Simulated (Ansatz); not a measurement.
# BaTe: the cost of one run

Method: DFT PBEsol, frozen-core PAW, scalar-relativistic unless said, in Ansatz 0.2.0.

7 further runs of the same task are left out: 7 set aside as unsound or not needed.

### 1 The system as given

The structure is cubic, space group Fm-3m (No. 225). Conventional cell: a = 6.820 Å, b = 6.820 Å, c = 6.820 Å, α = 90.00°, β = 90.00°, γ = 90.00°. Ba (site symmetry m-3m) has 6 Te at 3.41 Å as nearest neighbours. Te (site symmetry m-3m) has 6 Ba at 3.41 Å as nearest neighbours.

Structure file:

```
Ba Te
1.0
     3.41000    3.41000    0.00000
    -3.41000    3.41000    0.00000
     0.00000    3.41000    3.41000
Ba Te
1 1
Direct
  0.00000 0.00000 0.00000
  0.50000 0.50000 0.00000
```

Cartesian axes are those of the input's lattice vectors. The structure goes back to a database entry.

### 2 Cell and atoms relaxed, PAW

input.yaml

```yaml
crystal:
  lattice:
    - [3.41, 3.41, 0.0]
    - [-3.41, 3.41, 0.0]
    - [0.0, 3.41, 3.41]
  atoms:
    - { symbol: Ba, position: [0.0, 0.0, 0.0] }
    - { symbol: Te, position: [0.5, 0.5, 0.0] }
kpoints:
  mp_grid: { grid: [10, 10, 10] }
scf:
  occupations: { method: fermi_dirac, width: 0.1 }
hamiltonian:
  xc: pbesol
  pseudopotentials: { kind: paw }
relax:
  f_tol: 0.002
  max_steps: 80
  cell: {}
output:
  forces: true
  stress: true
```

On the command line:

```
ansatz run input.yaml --threads 1 --pin off --max-ram 3072MiB --backend cpu --events-out ev --progress --plain --runs-dir out
```

Q: Estimate wall time and peak memory on 1 thread of Arm Neoverse V2, shared host.

About 13 s, with a peak of 0.39 GiB.
